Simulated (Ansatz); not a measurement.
# V: how the settings move a relaxation

Aim: see which settings change the result for V, by how much, and at what cost.

This is V in the fcc structure; at room conditions it is bcc.

Method: reference: DFT, PBE, PAW with Ansatz's default frozen-core files, scalar-relativistic, in Ansatz 0.2.0.

**1. The starting structure**

It takes space group Fm-3m (No. 225, cubic). The conventional cell has a = 3.888 Å, b = 3.888 Å, c = 3.888 Å, α = 90.00°, β = 90.00°, γ = 90.00°. V (site symmetry m-3m) is surrounded by 12 V at 2.75 Å.

As a file:

```cif
data_structure
_symmetry_space_group_name_H-M 'P 1'
_symmetry_Int_Tables_number 1
_cell_length_a 2.7496
_cell_length_b 2.7496
_cell_length_c 2.7496
_cell_angle_alpha 60.000
_cell_angle_beta 60.000
_cell_angle_gamma 60.000
_cell_volume 14.70
loop_
_atom_site_label
_atom_site_type_symbol
_atom_site_fract_x
_atom_site_fract_y
_atom_site_fract_z
_atom_site_occupancy
V1 V 0.00000 0.00000 0.00000 1
```

**2. Reference**

File input.yaml:

```yaml
crystal:
  lattice:
    - [0.0, 1.9442426514, 1.9442426514]
    - [1.9442426514, 0.0, 1.9442426514]
    - [1.9442426514, 1.9442426514, 0.0]
  atoms:
    - { symbol: V, position: [0.0, 0.0, 0.0], spin: 1.5 }
magnetization:
  spin_polarized: true
kpoints:
  mp_grid: { grid: [15, 15, 15] }
scf:
  occupations: { method: fermi_dirac, width: 0.05 }
hamiltonian:
  xc: pbe
  pseudopotentials: { kind: paw }
output:
  forces: true
  stress: true
  efg: { contact_densities: true }
relax:
  f_tol: 0.005
  max_steps: 80
  cell: {}
```

Started as:

```console
$ ansatz run input.yaml --threads 1 --pin off --max-ram 3072MiB --backend cpu --events-out ev --progress --plain --runs-dir out
```

**3. Changed: occupations.method cold**

Edit input.yaml of step 2 so:

```diff
@@ -12,3 +12,3 @@
 scf:
-  occupations: { method: fermi_dirac, width: 0.05 }
+  occupations: { method: cold, width: 0.05 }
 hamiltonian:
```

Before running it: what results should come out? Wanted: for each run, ending; energy change; pressure; gap; force.

As calculated:

| run | ending | energy change | pressure (GPa) | gap (eV) | force (eV/Å) | cycles | time |
| --- | --- | --- | --- | --- | --- | --- | --- |
| reference | converged | 0 | 0.0 | 0.00 | 0.00 | 47 | 13 s |
| 1: occupations.method cold | converged | 0.0 meV/atom (σ→0) | 0.0 | 0.00 | 0.00 | 42 | 12 s |

What this shows: Changing the smearing hardly moves the energy: 0.0 meV/atom. Cost: 42 SCF cycles against 47.
